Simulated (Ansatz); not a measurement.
# RbBr (Fm-3m) in Ansatz: convergence with wavefunction cutoff

Aim: find how far wavefunction cutoff must go before the results for RbBr settle, at PBE. This setting moves, with any that are tied to it; all else stays.

Everything below comes from runs of Ansatz 0.2.0. Logs are shortened: lines on timing, memory, paths and dates and some standing lists are left out, and cuts for length are marked.

## (1) The crystal as given

The structure is cubic, space group Fm-3m (No. 225). The conventional cell has a = 6.854 Å, b = 6.854 Å, c = 6.854 Å, α = 90.00°, β = 90.00°, γ = 90.00°. Rb (site symmetry m-3m) has 6 Br at 3.43 Å as nearest neighbours. Around Br (site symmetry m-3m) lie 6 Rb at 3.43 Å.

## (2) With wavefunction cutoff 200 eV

input.yaml

```yaml
crystal:
  lattice:
    - [0.0, 3.427, 3.427]
    - [3.427, 0.0, 3.427]
    - [3.427, 3.427, 0.0]
  atoms:
    - { symbol: Rb, position: [0.0, 0.0, 0.0] }
    - { symbol: Br, position: [0.5, 0.5, 0.5] }
hamiltonian:
  xc: pbe
  pseudopotentials: { kind: paw }
kpoints:
  mp_grid: { grid: [6, 6, 6] }
scf:
  occupations: { method: fermi_dirac, width: 0.1 }
output:
  forces: true
  stress: true
  eigenvalues: true
basis:
  ecutwfc: "200 eV"
```

Potentials or basis: Ansatz PAW.

Started as:

```console
> ansatz run input.yaml --threads 2 --pin off --max-ram 5632MiB --backend cpu --events-out ev --progress --plain --runs-dir out
```

Wall time 0.35 s (2 threads of Arm Neoverse V1, shared host); peak memory 0.25 GiB.

Results:

```yaml
Free_energy: -6053.0586 eV
Pressure: 0.9 GPa
Band_gap_on_the_k_mesh: 4.47 eV, direct
```

## (3) With wavefunction cutoff 250 eV

input.yaml: that of step 2 with these lines changed.

```diff
@@ -20,2 +20,2 @@
 basis:
-  ecutwfc: "200 eV"
+  ecutwfc: "250 eV"
```

Potentials or basis: Ansatz PAW.

Started as:

```console
> ansatz run input.yaml --threads 2 --pin off --max-ram 5632MiB --backend cpu --events-out ev --progress --plain --runs-dir out
```

Run time: 0.43 s. Hardware: 2 threads of Arm Neoverse V1, shared host; peak memory 0.26 GiB.

Results:

```
Free energy            : -6053.8687 eV
Pressure               : 1.0 GPa
Band gap on the k mesh : 4.39 eV, direct
```

## (4) With wavefunction cutoff 300 eV

input.yaml: that of step 3 with these lines changed.

```diff
@@ -20,2 +20,2 @@
 basis:
-  ecutwfc: "250 eV"
+  ecutwfc: "300 eV"
```

Started as:

```console
> ansatz run input.yaml --threads 2 --pin off --max-ram 5632MiB --backend cpu --events-out ev --progress --plain --runs-dir out
```

Run time: 0.48 s. Hardware: 2 threads of Arm Neoverse V1, shared host; peak memory 0.27 GiB.

Results:

| Item | Value |
| --- | --- |
| Free energy | -6054.0317 eV |
| Pressure | 1.0 GPa |
| Band gap on the k mesh | 4.37 eV, direct |

## (5) With wavefunction cutoff 350 eV

input.yaml: that of step 4 with these lines changed.

```diff
@@ -20,2 +20,2 @@
 basis:
-  ecutwfc: "300 eV"
+  ecutwfc: "350 eV"
```

Started as:

```console
> ansatz run input.yaml --threads 2 --pin off --max-ram 5632MiB --backend cpu --events-out ev --progress --plain --runs-dir out
```

It took 0.56 s on 2 threads of Arm Neoverse V1, shared host; peak memory 0.28 GiB.

Results:

```
Free energy            : -6054.0522 eV
Pressure               : 1.0 GPa
Band gap on the k mesh : 4.37 eV, direct
```

## (6) With wavefunction cutoff 400 eV

input.yaml: that of step 5 with these lines changed.

```diff
@@ -20,2 +20,2 @@
 basis:
-  ecutwfc: "350 eV"
+  ecutwfc: "400 eV"
```

Potentials or basis: Ansatz PAW.

Started as:

```console
> ansatz run input.yaml --threads 2 --pin off --max-ram 5632MiB --backend cpu --events-out ev --progress --plain --runs-dir out
```

Wall time 0.64 s (2 threads of Arm Neoverse V1, shared host); peak memory 0.29 GiB.

The run converged. Its results:

```
Free energy            : -6054.0532 eV
Pressure               : 1.0 GPa
Band gap on the k mesh : 4.37 eV, direct
```

## (7) With wavefunction cutoff 450 eV

input.yaml: that of step 6 with these lines changed.

```diff
@@ -20,2 +20,2 @@
 basis:
-  ecutwfc: "400 eV"
+  ecutwfc: "450 eV"
```

Started as:

```console
> ansatz run input.yaml --threads 2 --pin off --max-ram 5632MiB --backend cpu --events-out ev --progress --plain --runs-dir out
```

Wall time 0.73 s (2 threads of Arm Neoverse V1, shared host); peak memory 0.3 GiB.

The run converged. Its results:

```yaml
Free_energy: -6054.0536 eV
Pressure: 1.0 GPa
Band_gap_on_the_k_mesh: 4.36 eV, direct
```

## (8) With wavefunction cutoff 500 eV

input.yaml: that of step 7 with these lines changed.

```diff
@@ -20,2 +20,2 @@
 basis:
-  ecutwfc: "450 eV"
+  ecutwfc: "500 eV"
```

Started as:

```console
> ansatz run input.yaml --threads 2 --pin off --max-ram 5632MiB --backend cpu --events-out ev --progress --plain --runs-dir out
```

Run time: 0.78 s. Hardware: 2 threads of Arm Neoverse V1, shared host; peak memory 0.31 GiB.

The run converged. Its results:

```yaml
Free_energy: -6054.0540 eV
Pressure: 1.0 GPa
Band_gap_on_the_k_mesh: 4.36 eV, direct
```

## (9) With wavefunction cutoff 600 eV

input.yaml: that of step 8 with these lines changed.

```diff
@@ -20,2 +20,2 @@
 basis:
-  ecutwfc: "500 eV"
+  ecutwfc: "600 eV"
```

Potentials or basis: Ansatz PAW.

Started as:

```console
> ansatz run input.yaml --threads 2 --pin off --max-ram 5632MiB --backend cpu --events-out ev --progress --plain --runs-dir out
```

Run time: 0.9 s. Hardware: 2 threads of Arm Neoverse V1, shared host; peak memory 0.33 GiB.

The run converged. Its results:

| Item | Value |
| --- | --- |
| Free energy | -6054.0541 eV |
| Pressure | 1.0 GPa |
| Band gap on the k mesh | 4.36 eV, direct |

## (10) With wavefunction cutoff 800 eV

input.yaml: that of step 9 with these lines changed.

```diff
@@ -20,2 +20,2 @@
 basis:
-  ecutwfc: "600 eV"
+  ecutwfc: "800 eV"
```

Potentials or basis: Ansatz PAW.

Started as:

```console
> ansatz run input.yaml --threads 2 --pin off --max-ram 5632MiB --backend cpu --events-out ev --progress --plain --runs-dir out
```

The log of the run:

```text
Warning: RAYON_NUM_THREADS=2 ignored (pool sized by the plan → 2); use --threads N
Engine: ansatz 0.2.0, aarch64-unknown-linux-gnu
Pseudopotentials: kind: paw
Pseudopotential: Rb, paw, valence charge 9, recommended cutoff 420 eV (normal), Rb.paw.azcp
Pseudopotential: Br, paw, valence charge 7, recommended cutoff 420 eV (normal), Br.paw.azcp
Functional definition: PBE
  parameter kappa = 0.804
  parameter beta = 0.06672455060314922
  exchange = pbe_x(kappa = kappa, mu = beta*pi^2/3)
  correlation = pbe_c(beta = beta)
Crystal: 2 atoms, lattice volume = 80.496 Å³
Basis set: ecut = 800 eV, 4111 PW (Γ), exchange–correlation on 90×90×90 points (8 copies of the dense FFT grid, shifted against one another)
Bands: 12, of which v1, the nominal top of the filled ones, is band 8 counted from 1 (7 counted from 0)
Symmetry: 48 space group operations
Space group: Fm-3m (ITA 225), of the structure as read, at distance tolerance 4.3e-5 Å
k-points: 16 of 216
Non-local potential: Rb, projectors of the file, l = 0: 3, l = 1: 2, l = 2: 2
Non-local potential: Br, projectors of the file, l = 0: 2, l = 1: 2, l = 2: 2
PAW form: soft (Blöchl's): semilocal exchange-correlation on the pseudo side does not see the compensation charge
PAW one-centre angular grid: Rb, 110 points (default); XC on 64 Gauss nodes
PAW one-centre angular grid: Br, 110 points (default); XC on 64 Gauss nodes
Initial density: superposition of atomic densities (neutral atoms: chi_scale 0, normalization atom), corrected by the library's trained network
Initial wavefunctions: pseudopotential atomic-orbital guess
Functional: x = pbe(κ = 0.804, μ = 0.2195149727645171), c = pbe(β = 0.06672455060314922)
SCF iter   1: F=—  HF=-6054.053908 eV  |F-HF|=—  |Δ(HF+E_count)|=         —  Δρ=2.22e-4  dr2=3.91e-5  ethr=1.77e-3  ⟨swp⟩=8.1  Hψ=1372  notcnv=0
preconditioner: auto → none  [insulator: Δε(μ)=4.357 eV  Ē_g=13.347 eV  σ=0.100 eV  W_gap=1.00  n_scr=14 (ndim 8)  ℏωp=15.5 eV  f_vac=0.077  D(μ)=0.00/eV (n_scr^D=0)  ε∞_Penn≈2.3]
SCF iter   2: F=—  HF=-6054.054130 eV  |F-HF|=—  |Δ(HF+E_count)|=   2.22e-4  Δρ=1.16e-4  dr2=1.48e-5  ethr=2.45e-7  ⟨swp⟩=3.4  Hψ=583  notcnv=0
SCF iter   3: F=—  HF=-6054.054162 eV  |F-HF|=—  |Δ(HF+E_count)|=   3.26e-5  Δρ=1.34e-4  dr2=2.51e-5  ethr=9.23e-8  ⟨swp⟩=2.0  Hψ=304  notcnv=0
SCF iter   4: F=—  HF=-6054.054155 eV  |F-HF|=—  |Δ(HF+E_count)|=   7.50e-6  Δρ=6.23e-5  dr2=5.15e-6  ethr=9.23e-8  ⟨swp⟩=2.0  Hψ=236  notcnv=0
SCF iter   5: F=—  HF=-6054.054153 eV  |F-HF|=—  |Δ(HF+E_count)|=   1.68e-6  Δρ=2.21e-5  dr2=6.20e-7  ethr=3.22e-8  ⟨swp⟩=2.1  Hψ=236  notcnv=0
SCF iter   6: F=-6054.054153 eV  HF=-6054.054153 eV  |F-HF|=2.71e-8  |Δ(HF+E_count)|=   2.06e-7  Δρ=5.54e-6  dr2=3.52e-8  ethr=6.25e-10  ⟨swp⟩=4.9  Hψ=998  notcnv=0
SCF 1 converged in 6 iterations: F = -6054.054153 eV  dr2 = 3.52e-8
SCF converged after 6 iterations
Free energy (F): -6054.054153 eV
Harris-Foulkes:  -6054.054153 eV  (|F-HF|=2.71e-8)
Internal energy: -6054.054153 eV  (E = F + TS)
E sigma→0 (E₀):  -6054.054153 eV
Fermi energy:    3.596871 eV
--- Per-component energies (eV) ---
  E_band       = -107.162692
  E_kinetic    = 327.410639
  E_local      = -799.833864  (includes V_loc(G=0)·N_el)
  E_nonlocal   = 243.422287
  E_hartree    = 206.209922
  E_xc         = -396.347235
  E_vxc        = -242.067984  (∫ρ·V_xc dr)
  E_paw        = -4864.576452  (= ΣΔE_a)
  E_vpaw       = -48.511151  (= ΣTr[D̂ρ^β])
  E_aug_tail   = -0.000000  (compensation charges beyond the density's cutoff)
  E_ewald      = -770.339449
  E_smearing   = -0.000000  (= −TS)
  E_closure    = -0.000000  (closes the sum)
  Σ components = -6054.054153   (vs F -6054.054153, Δ=0.00e0)
--- Forces (eV/Å), atoms counted from 1 ---
  atom   1  Rb    -0.00000000     0.00000000     0.00000000
  atom   2  Br     0.00000000    -0.00000000    -0.00000000
  max |Σ_I F_I| component: 3.55e-30 eV/Å
--- Stress (GPa, compression-positive) ---
        1.000421       0.000000      -0.000000
        0.000000       1.000421       0.000000
        0.000000      -0.000000       1.000421
  P = ⅓ Tr σ = 1.0004 GPa (10.004 kbar)
--- Band table (eV; the first three rows and the last of 16) ---
  k-point 0: bands = ["-23.1956", "-10.9605", "-7.2696", "-7.2696", "-7.2696", "1.2195", "1.2195", "1.2195", "5.5843", "8.5027", "8.5027", "8.5027"]
  k-point 1: bands = ["-23.1932", "-10.9714", "-7.2716", "-7.2716", "-7.2576", "0.9160", "1.1251", "1.1251", "6.2245", "8.3686", "8.8302", "8.8302"]
  k-point 2: bands = ["-23.1885", "-10.9928", "-7.2754", "-7.2754", "-7.2337", "0.4348", "0.9485", "0.9485", "7.4721", "8.5252", "9.7427", "9.7427"]
  k-point 15: bands = ["-23.1834", "-10.9280", "-7.4244", "-7.3693", "-7.2739", "0.8040", "0.8078", "0.9572", "7.5319", "9.0907", "9.2049", "10.1663"]
```

Run time: 1.2 s. Hardware: 2 threads of Arm Neoverse V1, shared host; peak memory 0.39 GiB.

Results:

```
Free energy            : -6054.0542 eV
Pressure               : 1.0 GPa
Band gap on the k mesh : 4.36 eV, direct
```

## (11) Result

| wavefunction cutoff | energy less the tightest run, at zero smearing (meV/atom) | pressure (GPa) | gap on the mesh (eV) | SCF cycles | CPU time (s) | peak memory (GiB) |
| --- | --- | --- | --- | --- | --- | --- |
| 200 eV | 497.77 | 0.94 | 4.468 | 6 | 0.59 | 0.25 |
| 250 eV | 92.73 | 1.00 | 4.393 | 6 | 0.73 | 0.26 |
| 300 eV | 11.21 | 1.00 | 4.370 | 6 | 0.84 | 0.27 |
| 350 eV | 0.99 | 1.00 | 4.365 | 6 | 1 | 0.28 |
| 400 eV | 0.47 | 1.00 | 4.365 | 6 | 1.2 | 0.29 |
| 450 eV | 0.26 | 1.00 | 4.365 | 6 | 1.3 | 0.3 |
| 500 eV | 0.08 | 1.00 | 4.365 | 6 | 1.4 | 0.31 |
| 600 eV | 0.02 | 1.00 | 4.365 | 6 | 1.7 | 0.33 |
| 800 eV | 0.00 | 1.00 | 4.365 | 6 | 2.2 | 0.39 |

Against the tightest run, the energy stays within 1 meV/atom from 350 eV on; the pressure stays within 0.1 GPa from 200 eV on; the gap on the mesh stays within 0.01 eV from 300 eV on. The tightest run that finished is the yardstick and may itself not be fully converged.
